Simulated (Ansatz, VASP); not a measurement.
## One calculation of InSe, two programs

```
In Se
1.0
     3.19883    8.22000   -8.64730
    -3.19883    8.22000    8.64730
    10.13639   -8.22000    4.32365
In Se
32 32
Direct
  0.66175 0.72225 0.88400
  0.41175 0.97225 0.88400
  0.16175 0.97225 0.38400
  0.66175 0.22225 0.88400
  0.41175 0.47225 0.88400
  0.16175 0.72225 0.88400
  0.91175 0.97225 0.88400
  0.16175 0.47225 0.38400
  0.91175 0.72225 0.38400
  0.66175 0.97225 0.38400
  0.16175 0.22225 0.88400
  0.91175 0.47225 0.88400
  0.91175 0.22225 0.38400
  0.66175 0.47225 0.38400
  0.41175 0.72225 0.38400
  0.41175 0.22225 0.38400
  0.83825 0.77775 0.11600
  0.58825 0.02775 0.11600
  0.33825 0.02775 0.61600
  0.83825 0.27775 0.11600
  0.58825 0.52775 0.11600
  0.33825 0.77775 0.11600
  0.08825 0.02775 0.11600
  0.33825 0.52775 0.61600
  0.08825 0.77775 0.61600
  0.83825 0.02775 0.61600
  0.33825 0.27775 0.11600
  0.08825 0.52775 0.11600
  0.08825 0.27775 0.61600
  0.83825 0.52775 0.61600
  0.58825 0.77775 0.61600
  0.58825 0.27775 0.61600
  0.33450 0.82550 0.66000
  0.08450 0.07550 0.66000
  0.83450 0.07550 0.16000
  0.33450 0.32550 0.66000
  0.08450 0.57550 0.66000
  0.83450 0.82550 0.66000
  0.58450 0.07550 0.66000
  0.83450 0.57550 0.16000
  0.58450 0.82550 0.16000
  0.33450 0.07550 0.16000
  0.83450 0.32550 0.66000
  0.58450 0.57550 0.66000
  0.58450 0.32550 0.16000
  0.33450 0.57550 0.16000
  0.08450 0.82550 0.16000
  0.08450 0.32550 0.16000
  0.16550 0.67450 0.34000
  0.91550 0.92450 0.34000
  0.66550 0.92450 0.84000
  0.16550 0.17450 0.34000
  0.91550 0.42450 0.34000
  0.66550 0.67450 0.34000
  0.41550 0.92450 0.34000
  0.66550 0.42450 0.84000
  0.41550 0.67450 0.84000
  0.16550 0.92450 0.84000
  0.66550 0.17450 0.34000
  0.41550 0.42450 0.34000
  0.41550 0.17450 0.84000
  0.16550 0.42450 0.84000
  0.91550 0.67450 0.84000
  0.91550 0.17450 0.84000
```

Alike in both runs: task single point; functional PBE; k mesh 1 × 1 × 1; occupations gaussian, width 0.05 eV; no spin polarisation.

```csv
,VASP,Ansatz
version,VASP 6.6.1,Ansatz 0.2.0
potentials or method,"VASP PAW PBE potentials, release 64 (In_d, Se)","scalar-relativistic, plane waves, PAW"
plane-wave cutoff (eV),520,420
valence electrons in the cell,608,928
```

|  | VASP | Ansatz | Ansatz less VASP |
| --- | --- | --- | --- |
| gap on the k mesh at the Fermi level (eV) | 1.44 | 1.44 | +0.004 |
| rms of the force components (eV/Å) | 0.267 | 0.271 | +0.0035 |

Atom by atom the forces differ by 0.007 eV/Å (rms over components). With one functional, cell and mesh, what is left measures potentials, basis and numerics. The two sets of potentials don't hold the same shells in valence.

Caveats: the k mesh is coarse (spacing up to 0.59 Å⁻¹), so the values aren't converged; spin-orbit coupling is left out, which moves the levels of the heavy elements; an odd mesh through Γ misses points on the zone boundary, where band edges often lie.
